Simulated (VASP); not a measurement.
# Br: single point with PBE

Crystal: Br.

```
Br
1.0
     4.78288   -2.85234    0.00000
     4.78288    2.85234    0.00000
    -2.67148    0.00000   12.38336
Br
4
Direct
  0.05040 0.05040 0.09960
  0.94960 0.94960 0.90040
  0.50500 0.50500 0.60000
  0.49500 0.49500 0.40000
```

The cell isn't the ideal one: F replaced by Br, lengths x 1.663, strained and moved within the space group.

```json
{"Program": "VASP 6.6.1", "Task": "single point", "Functional": "PBE", "Potentials or basis": "VASP PAW PBE potentials, release 64 (Br)", "Cutoff": "520 eV", "k mesh": "4 × 4 × 2", "Occupations": "gaussian, width 0.1 eV", "Spin": "no spin polarisation"}
```

* Pressure: -1.6 GPa
* Largest force: 1.874 eV/Å
* Band gap on the k mesh: 1.15 eV, direct

Forces in eV/Å, atoms in the order of the input:
```
Br  -0.314  0.000 -1.793
Br   0.314  0.000  1.793
Br   0.332  0.000 -1.845
Br  -0.332  0.000  1.845
```

Stress tensor (GPa, compression positive):
```
-0.20  0.00  0.02
 0.00 -0.06  0.00
 0.02  0.00 -4.49
```

Levels at points of the mesh, in eV from the valence-band top:
| k point | band 12 | band 13 | band 14 | band 15 | band 16 | band 17 |
| --- | --- | --- | --- | --- | --- | --- |
| (0.00, 0.00, 0.00) | -0.06 | -0.02 | 0.00 | 1.15 | 1.56 | 5.37 |
| (0.50, 0.00, 0.00) | -0.16 | -0.07 | -0.06 | 1.37 | 1.40 | 7.11 |
| (0.50, 0.50, 0.00) | -0.13 | -0.10 | -0.01 | 1.28 | 1.47 | 7.11 |
| (0.00, 0.00, 0.50) | -0.04 | -0.04 | -0.04 | 1.33 | 1.37 | 5.71 |
| (0.50, 0.00, 0.50) | -0.12 | -0.11 | -0.01 | 1.33 | 1.43 | 7.12 |
| (0.50, 0.50, 0.50) | -0.15 | -0.07 | -0.07 | 1.37 | 1.40 | 7.18 |

Wall time 110 s on 1 thread of Intel(R) Xeon(R) Platinum 8259CL CPU @ 2.50GHz (Skylake/Cascade Lake), with other jobs on the host, peak memory 0.41 GiB.

Caveat: this functional lacks dispersion, which binds the layers, so the pressure and a relaxed spacing across them are unreliable; forces of over 1 eV/Å show positions far from the minimum, so gaps and moduli don't describe the material at rest. A k mesh can miss the band edges.
